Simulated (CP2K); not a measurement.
**TePb under changes of volume**

One of the cells (33.730 Å³/atom); the others are scaled copies at fixed shape and fractional positions:

```
Pb Te
1.0
     4.56932    0.00000    0.00000
     2.28466    3.95715    0.00000
     2.28466    1.31905    3.73084
Pb Te
1 1
Direct
  0.00000 0.00000 0.00000
  0.50000 0.50000 0.50000
```

| Item | Value |
| --- | --- |
| Program | CP2K 2026.2 |
| Functional | PBEsol |
| Potentials or basis | POTENTIAL_UZH Pb GTH-PBE-q4, Te GTH-PBE-q6; TZVP-MOLOPT-PBE-GTH basis |
| Density cutoff | 6123 eV |
| k mesh | 7 × 7 × 7 |
| Occupations | fermi-dirac, width 0.05 eV |
| Spin | no spin polarisation |

| volume (Å³/atom) | energy over the lowest point (meV/atom) | pressure (GPa) |
| --- | --- | --- |
| 31.706 | ? | ? |
| 32.380 | 28.07 | 3.8 |
| 33.055 | 14.53 | 2.6 |
| 33.730 | 5.64 | 1.6 |
| 34.404 | 0.94 | 0.7 |
| 35.079 | 0.00 | -0.2 |
| 35.753 | 2.44 | -1.0 |

Question: What does the run at 31.706 Å³/atom give?

Answer: Energy over the lowest point 46.81 meV/atom; pressure 5.1 GPa.

Worked out: A Birch-Murnaghan fit of order 3 (a polynomial in V^(-2/3)) to the other rows has its minimum at 34.92 Å³/atom with B0 = V·E''(V) = 43 GPa and B' = 4.4. It gives 46.76 meV/atom at 31.706 Å³/atom, against the run's 46.81, and -dE/dV = 5.1 GPa, against 5.1.

Energies are extrapolated to zero smearing.

Caveats: the potentials were made for another functional, which shifts forces and pressure; the basis of atomic orbitals isn't converged, which shifts pressures, moduli and gaps.
